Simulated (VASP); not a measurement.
# SiC (Fm-3m) in VASP: notebook

The runs below take SiC through relaxation of the atoms, with PBE.

Program: VASP 6.6.1. These are calculated values, not measurements. Logs are shortened: lines on timing, memory, paths and dates and some standing lists are left out, and cuts for length are marked.

**1. The undisturbed crystal**

It takes space group Fm-3m (No. 225, cubic). The conventional cell has a = 4.239 Å, b = 4.239 Å, c = 4.239 Å, α = 90.00°, β = 90.00°, γ = 90.00°. Around Si (site symmetry m-3m) lie 6 C at 2.12 Å. C (site symmetry m-3m) is surrounded by 6 Si at 2.12 Å.

The cell was built by a generator and needn't be a form met in nature.

**2. Relaxation of the atoms, PBE (a relaxed cell with its volume scaled by 1.02)**

INCAR

```
ALGO = Fast
EDIFF = 1E-7
EDIFFG = -0.01
ENCUT = 300
GGA = PE
IBRION = 2
ISIF = 2
ISMEAR = 0
LASPH = True
LCHARG = False
LREAL = False
LWAVE = False
NELM = 80
NSW = 40
PREC = Accurate
SIGMA = 0.03
```

KPOINTS

```
k-points
0
Gamma
  6 6 6
```

POSCAR

```
SiC                                     
1.0
   -0.0000000000      2.0363801539      2.0363801539
    2.0363801539     -0.0000000000      2.0363801539
    2.0363801539      2.0363801539      0.0000000000
  Si              C             
     1     1
Direct
     0.0000000000000000    0.0000000000000000    0.0000000000000000
     0.5000000000000000    0.5000000000000000    0.5000000000000000
```

Potentials or basis: VASP PAW PBE potentials, release 64 (Si, C_s).

Launch:

```console
$ cat potpaw_PBE.64/Si/POTCAR potpaw_PBE.64/C_s/POTCAR > POTCAR
$ mpirun -np 1 vasp_std > vasp.out
```

OUTCAR:

```text
EDIFF = 1E-7
   EDIFFG = -0.01
   ENCUT = 300
   GGA = PE
   IBRION = 2
   ISIF = 2
   ISMEAR = 0
   LASPH = True
   LREAL = False
   NELM = 80
   NSW = 40
   PREC = Accurate

 ion  position               nearest neighbor table
   1  0.000  0.000  0.000-   2 2.04   2 2.04   2 2.04   2 2.04   2 2.04   2 2.04
   2  0.500  0.500  0.500-   1 2.04   1 2.04   1 2.04   1 2.04   1 2.04   1 2.04

  LATTYP: Found a face centered cubic cell.
 ALAT       =     4.0727603078

  Lattice vectors:

 A1 = (   0.0000000000,   2.0363801539,   2.0363801539)
 A2 = (   2.0363801539,   0.0000000000,   2.0363801539)
 A3 = (   2.0363801539,   2.0363801539,   0.0000000000)

Analysis of symmetry for initial positions (statically):
=====================================================================
 Subroutine PRICEL returns:
 Original cell was already a primitive cell.

 Routine SETGRP: Setting up the symmetry group for a
 face centered cubic supercell.

 Subroutine GETGRP returns: Found 48 space group operations
 (whereof 48 operations were pure point group operations)
 out of a pool of 48 trial point group operations.

The static configuration has the point symmetry O_h .

Analysis of symmetry for dynamics (positions and initial velocities):
=====================================================================
 Subroutine PRICEL returns:
 Original cell was already a primitive cell.

 Routine SETGRP: Setting up the symmetry group for a
 face centered cubic supercell.

 Subroutine GETGRP returns: Found 48 space group operations
 (whereof 48 operations were pure point group operations)
 out of a pool of 48 trial point group operations.

The dynamic configuration has the point symmetry O_h .

 Subroutine INISYM returns: Found 48 space group operations
 (whereof 48 operations are pure point group operations),
 and found     1 'primitive' translations

----------------------------------------------------------------------------------------

                                     Primitive cell

  volume of cell :      16.8891

  direct lattice vectors                    reciprocal lattice vectors
     0.000000000  2.036380154  2.036380154    -0.245533723  0.245533723  0.245533723
     2.036380154  0.000000000  2.036380154     0.245533723 -0.245533723  0.245533723
     2.036380154  2.036380154  0.000000000     0.245533723  0.245533723 -0.245533723

  length of vectors
     2.879876432  2.879876432  2.879876432     0.425276883  0.425276883  0.425276883

  position of ions in fractional coordinates (direct lattice)
     0.000000000  0.000000000  0.000000000
     0.500000000  0.500000000  0.500000000

  ion indices of the primitive-cell ions
   primitive index   ion index
                 1           1
                 2           2

----------------------------------------------------------------------------------------

 KPOINTS: k-points

Automatic generation of k-mesh.
 Grid dimensions read from file:
 generate k-points for:    6    6    6

 Generating k-lattice:

  Cartesian coordinates                     Fractional coordinates (reciprocal lattice)
    -0.040922287  0.040922287  0.040922287     0.166666667  0.000000000  0.000000000
     0.040922287 -0.040922287  0.040922287     0.000000000  0.166666667  0.000000000
     0.040922287  0.040922287 -0.040922287     0.000000000  0.000000000  0.166666667

  Length of vectors
     0.070879480  0.070879480  0.070879480

  Shift w.r.t. Gamma in fractional coordinates (k-lattice)
     0.000000000  0.000000000  0.000000000

 Subroutine IBZKPT returns following result:
 ===========================================

 Found     16 irreducible k-points:

 Following reciprocal coordinates:
            Coordinates               Weight
  0.000000  0.000000  0.000000      1.000000
  0.166667  0.000000  0.000000      8.000000
  0.333333  0.000000  0.000000      8.000000
  0.500000  0.000000  0.000000      4.000000
  0.166667  0.166667  0.000000      6.000000
  0.333333  0.166667  0.000000     24.000000
[... 8 lines left out ...]
 -0.333333  0.333333  0.166667     24.000000
 -0.333333  0.500000  0.166667     12.000000
   k-points           NKPTS =     16   k-points in BZ     NKDIM =     16   number of bands    NBANDS=      8
   number of dos      NEDOS =    301   number of ions     NIONS =      2
   total plane-waves  NPLWV =   4096
   dimension x,y,z NGX =    16 NGY =   16 NGZ =   16
   dimension x,y,z NGXF=    32 NGYF=   32 NGZF=   32
   ions per type =               1   1
   NGX,Y,Z   is equivalent  to a cutoff of   9.24,  9.24,  9.24 a.u.
   NGXF,Y,Z  is equivalent  to a cutoff of  18.47, 18.47, 18.47 a.u.
 SYSTEM =  unknown system
   PREC   = accura    normal or accurate (medium, high low for compatibility)
   ISTART =      0    job   : 0-new  1-cont  2-samecut
   ICHARG =      2    charge: 1-file 2-atom 10-const
   ISPIN  =      1    spin polarized calculation?
   LNONCOLLINEAR =      F non collinear calculations
   LSORBIT =      F    spin-orbit coupling
   LASPH  =      T    aspherical Exc in radial PAW
   ENCUT  =  300.0 eV  22.05 Ry    4.70 a.u.   4.07  4.07  4.07*2*pi/ulx,y,z
   NELM   =     80;   NELMIN=  2; NELMDL= -5     # of ELM steps
   EDIFF  = 0.1E-06   stopping-criterion for ELM
   LREAL  =      F    real-space projection
   EDIFFG = -.1E-01   stopping-criterion for IOM
   NSW    =     40    number of steps for IOM
   IBRION =      2    ionic relax: 0-MD 1-quasi-New 2-CG
   NFREE  =      1    steps in history (QN), initial steepest desc. (CG)
   ISIF   =      2    stress and relaxation
   ISYM   =      2    0-nonsym 1-usesym 2-fastsym
   POTIM  = 0.5000    time-step for ionic-motion
   TEBEG  =    0.0;   TEEND  =   0.0 temperature during run
   PSTRESS=    0.0 pullay stress
   NELECT =       8.0000    total number of electrons
   NUPDOWN=      -1.0000    fix difference up-down
   EMIN   =  10.00;   EMAX   =-10.00  energy-range for DOS
   EFERMI =   0.00;   METHOD = LEGACY
   ISMEAR =     0;   SIGMA  =   0.03  broadening in eV -4-tet -1-fermi 0-gaus
   EFERMI_NEDOS =   21; number of points for ismear=-14 and -15
   IALGO  =     68    algorithm
   IMIX   =      4    mixing-type and parameters
     AMIX     =   0.40;   BMIX     =  1.00
     AMIX_MAG =   1.60;   BMIX_MAG =  1.00
  volume/ion in A,a.u.               =       8.44        56.99
  Fermi-wavevector in a.u.,A,eV,Ry     =   1.276153  2.411579 22.157981  1.628566
  Thomas-Fermi vector in A             =   2.408825
   LORBIT       =      0    0 simple, 1 ext, 2 COOP (PROOUT), +10 PAW based schemes
   GGA     = PE    functional components
   LHFCALC =     F    Hartree Fock is set to
   AEXX    =    0.0000 exact exchange contribution
   IVDW    =     0    specifies the selected vdW correction
   LEPSILON=     F    determine dielectric tensor
   LRPA    =     F    only Hartree local field effects (RPA)
 conjugate gradient relaxation of ions
 non-spin polarized calculation
 RMM-DIIS sequential band-by-band and
 Gauss-broadening in eV      SIGMA  =   0.03
  energy-cutoff  :      300.00
  volume of cell :       16.89
 maximum number of plane-waves:       210
   NGX =  9   NGY =  9   NGZ =  9

 number of electron       8.0000000 magnetization

 Free energy of the ion-electron system (eV)
  ---------------------------------------------------
  ext. energy  EPLUGINS =         0.00000000
  ---------------------------------------------------
  free energy    TOTEN  =       -13.52011733 eV

  energy without entropy =      -13.52006470  energy(sigma->0) =      -13.52009102

 E-fermi :  12.6098     XC(G=0): -12.6056

 val. band max:       12.5537646682   @ k =  -0.1667   0.1667   0.0000
 cond. band min:      12.6551282972   @ k =   0.0000   0.0000   0.0000
 fundamental gap:      0.1013636289
 Fermi energy:        12.6098472864

 k-point     1 :       0.0000    0.0000    0.0000
  band No.  band energies     occupation
      1      -5.6258      2.00000
      2      12.6551      0.03280
      3      12.6551      0.03280
      4      12.6551      0.03280
      5      19.8060      0.00000
      6      21.6278      0.00000
      7      21.6278      0.00000
      8      21.6278      0.00000

 k-point     2 :       0.1667    0.0000    0.0000
  band No.  band energies     occupation
      1      -4.9600      2.00000
      2       9.6571      2.00000
      3      12.3153      2.00000
      4      12.3153      2.00000
      5      19.7142      0.00000
      6      21.2840      0.00000
      7      21.2841      0.00000
      8      22.1609      0.00000

 k-point     3 :       0.3333    0.0000    0.0000
  band No.  band energies     occupation
      1      -3.0018      2.00000
      2       4.8010      2.00000
      3      11.8301      2.00000
      4      11.8301      2.00000
      5      18.7299      0.00000
      6      18.7499      0.00000
      7      18.7499      0.00000
      8      22.6244      0.00000

 k-point     4 :       0.5000    0.0000    0.0000
  band No.  band energies     occupation
      1      -0.5107      2.00000
      2       1.2228      2.00000
      3      11.6539      2.00000
      4      11.6539      2.00000
      5      17.8086      0.00000
      6      17.8086      0.00000
      7      18.4489      0.00000
      8      22.0302      0.00000

 k-point     5 :       0.1667    0.1667    0.0000
  band No.  band energies     occupation
      1      -4.7391      2.00000
      2      10.9171      2.00000
      3      11.1093      2.00000
      4      11.1093      2.00000
      5      18.1304      0.00000
      6      18.9161      0.00000
      7      21.9947      0.00000
      8      23.6738      0.00000
[... 89 lines left out ...]
 k-point    14 :       0.5000    0.3333    0.1667
  band No.  band energies     occupation
      1      -1.3219      2.00000
      2       5.6232      2.00000
      3       7.0122      2.00000
      4       9.1923      2.00000
      5      16.1119      0.00000
      6      19.9268      0.00000
      7      20.4909      0.00000
      8      24.7572      0.00000

 k-point    15 :      -0.3333    0.3333    0.1667
  band No.  band energies     occupation
      1       0.9121      2.00000
      2       3.0167      2.00000
      3       6.5484      2.00000
      4       7.9935      2.00000
      5      16.7250      0.00000
      6      19.4122      0.00000
      7      23.1206      0.00000
      8      23.6703      0.00000

 k-point    16 :      -0.3333    0.5000    0.1667
  band No.  band energies     occupation
      1       1.6711      2.00000
      2       3.8328      2.00000
      3       6.1139      2.00000
      4       6.2093      2.00000
      5      15.3804      0.00000
      6      19.1503      0.00000
      7      22.3922      0.00000
      8      25.4189      0.00000

------------------------ aborting loop because EDIFF is reached ----------------------------------------

  FORCE on cell =-STRESS in cart. coord.  units (eV):
  Direction    XX          YY          ZZ          XY          YZ          ZX
  --------------------------------------------------------------------------------------
  -------------------------------------------------------------------------------------
  Total       -0.5387964     -0.5387964     -0.5387964     -0.0000000      0.0000000     -0.0000000
  in kB      -51.1126870    -51.1126870    -51.1126870     -0.0000000      0.0000000     -0.0000000
  external PRESSURE =     -51.1126870 kB  Pullay stress =       0.0000000 kB

 VOLUME and BASIS-vectors are now :
 -----------------------------------------------------------------------------
  energy-cutoff  :      300.00
  volume of cell :       16.89
      direct lattice vectors                 reciprocal lattice vectors
     0.000000000  2.036380154  2.036380154    -0.245533723  0.245533723  0.245533723
     2.036380154  0.000000000  2.036380154     0.245533723 -0.245533723  0.245533723
     2.036380154  2.036380154  0.000000000     0.245533723  0.245533723 -0.245533723

 POSITION                                       TOTAL-FORCE (eV/Angst)
 -----------------------------------------------------------------------------------
      0.00000      0.00000      0.00000        -0.000000     -0.000000      0.000000
      2.03638      2.03638      2.03638         0.000000      0.000000     -0.000000
 -----------------------------------------------------------------------------------
    total drift:                                0.000000      0.000000      0.000000

  FREE ENERGIE OF THE ION-ELECTRON SYSTEM (eV)
  ---------------------------------------------------
  free  energy   TOTEN  =       -13.5201173325 eV

  energy  without entropy=      -13.5200646991  energy(sigma->0) =      -13.52009102

 reached required accuracy - stopping structural energy minimisation
```

Run time: 1.6 s. Hardware: 1 thread of Intel Xeon 6975P-C (Granite Rapids), shared host; peak memory 0.11 GiB.

What came out:

* Free energy: -13.5201 eV
* Band gap on the k mesh: none (metal or under the smearing width)

Final structure:
```xyz
2
Lattice="0.0000 2.0364 2.0364 2.0364 0.0000 2.0364 2.0364 2.0364 0.0000" Properties=species:S:1:pos:R:3 pbc="T T T"
Si    0.0000    0.0000    0.0000
C     2.0364    2.0364    2.0364
```

Caveat: the k mesh is coarse (spacing up to 0.45 Å⁻¹), so the values aren't converged; the cutoff is under 1.25 times the usual one of these potentials, so pressure, stress and relaxed cells hold a basis-set (Pulay) error; the relaxation stopped at its first step, so nothing moved.

**3. Relaxation of the atoms, PBE (a relaxed cell with its volume scaled by 1.04)**

INCAR is that of step 2.

KPOINTS is that of step 2.

POSCAR

```
SiC                                     
1.0
   -0.0000000000      2.0496037722      2.0496037722
    2.0496037722     -0.0000000000      2.0496037722
    2.0496037722      2.0496037722      0.0000000000
  Si              C             
     1     1
Direct
     0.0000000000000000    0.0000000000000000    0.0000000000000000
     0.5000000000000000    0.5000000000000000    0.5000000000000000
```

Potentials or basis: VASP PAW PBE potentials, release 64 (Si, C_s).

Launch:

```console
$ cat potpaw_PBE.64/Si/POTCAR potpaw_PBE.64/C_s/POTCAR > POTCAR
$ mpirun -np 1 vasp_std > vasp.out
```

It took 1.5 s on 1 thread of Intel Xeon 6975P-C (Granite Rapids), shared host; peak memory 0.11 GiB.

It converged, with:

| Property | Result |
| --- | --- |
| Free energy | -13.5075 eV |
| Band gap on the k mesh | none (metal or under the smearing width) |

Final structure:
```
CELL_PARAMETERS angstrom
0.00000 2.04960 2.04960
2.04960 0.00000 2.04960
2.04960 2.04960 0.00000
ATOMIC_POSITIONS crystal
Si 0.00000 0.00000 0.00000
C 0.50000 0.50000 0.50000
```

Levels at points of the mesh, in eV from the Fermi level:
```
           k point  band 1  band 2  band 3  band 4  band 5  band 6  band 7  band 8
(0.00, 0.00, 0.00)  -18.03    0.03    0.03    0.03    6.84    8.99    8.99    8.99
(0.50, 0.00, 0.00)  -12.99  -11.26   -0.92   -0.92    5.09    5.09    5.70    9.18
(0.50, 0.50, 0.00)  -11.32   -9.47   -4.14   -4.14   -1.18    2.73   14.31   14.62
```

Caveat: the k mesh is coarse (spacing up to 0.44 Å⁻¹), so the values aren't converged; the cutoff is under 1.25 times the usual one of these potentials, so pressure, stress and relaxed cells hold a basis-set (Pulay) error; the relaxation stopped at its first step, so nothing moved.

[end of part 1 of 2]
